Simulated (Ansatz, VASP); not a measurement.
Two plane-wave programs on Al

INCAR

```
SYSTEM = Al
ALGO     = Normal         ! electronic algorithm
EDIFF    = 1E-7           ! SCF threshold, eV
ENCUT    = 520            ! plane-wave cutoff, eV
GGA      = PS             ! functional
ISIF     = 2              ! what is computed and relaxed
ISMEAR   = -1             ! smearing method
LASPH    = .TRUE.         ! aspherical terms in the spheres
LCHARG   = .FALSE.        ! write CHGCAR
LREAL    = .FALSE.        ! projectors in reciprocal space
LWAVE    = .FALSE.        ! write WAVECAR
NBANDS   = 10             ! bands
NELM     = 100            ! most SCF steps
PREC     = Accurate       ! precision mode
SIGMA    = 0.05           ! smearing width, eV
```

The input KPOINTS:

```
k-points
0
G
  17 17 9
  0 0 0
```

The input POSCAR:

```
Al
1.0
    2.4010505057      0.0000000000      0.0000000000
   -1.2005252529      2.0793707337      0.0000000000
    0.0000000000      0.0000000000      3.9199226688
Al
2
Direct
    0.3333333333      0.6666666667      0.2500000000
    0.6666666667      0.3333333333      0.7500000000
```

Input for Ansatz:

```yaml
crystal:
  lattice:
    - [2.4010505057, 0.0, 0.0]
    - [-1.2005252529, 2.0793707337, 0.0]
    - [0.0, 0.0, 3.9199226688]
  atoms:
    - { symbol: Al, position: [0.3333333333, 0.6666666667, 0.25] }
    - { symbol: Al, position: [0.6666666667, 0.3333333333, 0.75] }
kpoints:
  mp_grid: { grid: [17, 17, 9] }
scf:
  occupations: { method: fermi_dirac, width: 0.05 }
hamiltonian:
  xc: pbesol
  pseudopotentials: { kind: paw }
output:
  forces: true
  stress: true
  eigenvalues: true
  populations: true
  write_density: true
  write_potential: true
  elf: true
  volumetric_format: npy
```

Change from the starting cell: volume scaled by 0.6, PAW files.

Alike in both runs: task single point; functional PBEsol; k mesh 17 × 17 × 9; occupations fermi-dirac, width 0.05 eV; no spin polarisation.

|  | VASP | Ansatz |
| --- | --- | --- |
| version | VASP 6.6.1 | Ansatz 0.2.0 |
| potentials or method | VASP PAW PBE potentials, release 64 (Al) | PAW with Ansatz's default frozen-core files, scalar-relativistic |
| plane-wave cutoff (eV) | 520 | 420 |
| valence electrons in the cell | 6 | 6 |

|  | VASP | Ansatz | Ansatz less VASP |
| --- | --- | --- | --- |
| pressure (GPa) | 118.5 | 117.6 | -0.82 |

Caveats: the cell as given lies far from equilibrium; so large a pressure means that the cell lies far from this level's equilibrium, or that cutoff or potentials fall short (VASP); the potentials were made for another functional, which shifts forces and pressure (VASP).
